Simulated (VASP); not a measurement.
Runs of VASP 6.6.1 on GaP. Symmetry: R-3m, No. 166, trigonal system. Conventional cell: a = 3.829 Å, b = 3.829 Å, c = 19.069 Å, α = 90.00°, β = 90.00°, γ = 120.00°. Ga (site symmetry 3m) is surrounded by 3 P at 2.37 Å and 1 Ga at 2.45 Å. P (site symmetry 3m) has 1 P at 2.20 Å and 3 Ga at 2.37 Å as nearest neighbours. Measurements of this composition are mostly on another form, of space group No. 216.

| level | potentials or basis | k mesh | cutoff (eV) | smearing | gap on the mesh (eV) | pressure (GPa) | largest force (eV/Å) |
| --- | --- | --- | --- | --- | --- | --- | --- |
| PBEsol | VASP PAW PBE potentials, release 64 (Ga_d, P) | 9 × 9 × 9 | 520 | gaussian 0.5 eV | 0.79 | 0.0 | 0.02 |
| PBEsol | VASP PAW PBE potentials, release 64 (Ga_h, P_h) | 9 × 9 × 9 | 900 | gaussian 0.02 eV | 0.78 | 0.1 | - |
| PBEsol | VASP PAW PBE potentials, release 64 (Ga_d, P) | 12 × 12 × 12 | 520 | gaussian 0.02 eV | (b) | 0.0 | - |
| r2SCAN | VASP PAW PBE potentials, release 64 (Ga_d, P) | 9 × 9 × 9 | 520 | gaussian 0.02 eV | (a) | 0.6 | 0.11 |
| PBEsol | VASP PAW PBE potentials, release 64 (Ga_d, P) | 9 × 9 × 9 | 700 | gaussian 0.02 eV | 0.79 | 0.0 | - |

Alike in all rows: task single point; no spin polarisation; cell as given.

**Question.** Fill in the values left out.

**Answer.** (a) 1.11; (b) 0.69.

Caveats: the PAW data sets were made with another functional, which shifts forces and pressure a little; an odd mesh through Γ misses points on the zone boundary, where band edges often lie (some runs).

A k mesh can miss the band edges, and the runs leave out spin-orbit coupling on Ga.
